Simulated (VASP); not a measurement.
Wanted: the native input for a VASP 6.6.1 run.

```
Task                   : single point
Functional             : PBE
Potentials or basis    : VASP PAW PBE potentials, release 64 (Yb)
Cutoff                 : 520 eV
k mesh                 : 14 × 14 × 14
Occupations            : gaussian, width 0.05 eV
Spin                   : no spin polarisation
Dipole correction      : no
Further INCAR settings : ALGO = Normal; EDIFF = 1e-07; NBANDS = 18
```

The structure of Yb lies in POSCAR:

```
Yb
1.0
   -2.1663820077      2.1663820077      2.1663820077
    2.1663820077     -2.1663820077      2.1663820077
    2.1663820077      2.1663820077     -2.1663820077
Yb
1
Direct
    0.0000000000      0.0000000000      0.0000000000
```

The cell was built by a generator and needn't be a form met in nature.

The input as run:

INCAR

```
SYSTEM = Yb
PREC     = Accurate       ! precision mode
ENCUT    = 520            ! plane-wave cutoff, eV
EDIFF    = 1E-7           ! SCF threshold, eV
ISMEAR   = 0              ! smearing method
SIGMA    = 0.05           ! smearing width, eV
LREAL    = .FALSE.        ! projectors in reciprocal space
LASPH    = .TRUE.         ! aspherical terms in the spheres
NELM     = 100            ! most SCF steps
ALGO     = Normal         ! electronic algorithm
ISIF     = 2              ! what is computed and relaxed
LWAVE    = .FALSE.        ! write WAVECAR
LCHARG   = .FALSE.        ! write CHGCAR
GGA      = PE             ! functional
NBANDS   = 18             ! bands
```

KPOINTS

```
Automatic mesh
0
G
  14 14 14
  0 0 0
```

Potentials or basis: VASP PAW PBE potentials, release 64 (Yb).

The run is started by

```sh
$ cat potpaw_PBE.64/Yb/POTCAR > POTCAR
$ mpirun -np 1 vasp_std > vasp.out
```

It gave:

The pressure is -2.5 GPa. The band gap on the k mesh is none (metal or under the smearing width).

Wall time 110 s on 1 thread of Intel(R) Xeon(R) Platinum 8559C (Emerald Rapids) (shared host), peak memory 0.23 GiB.
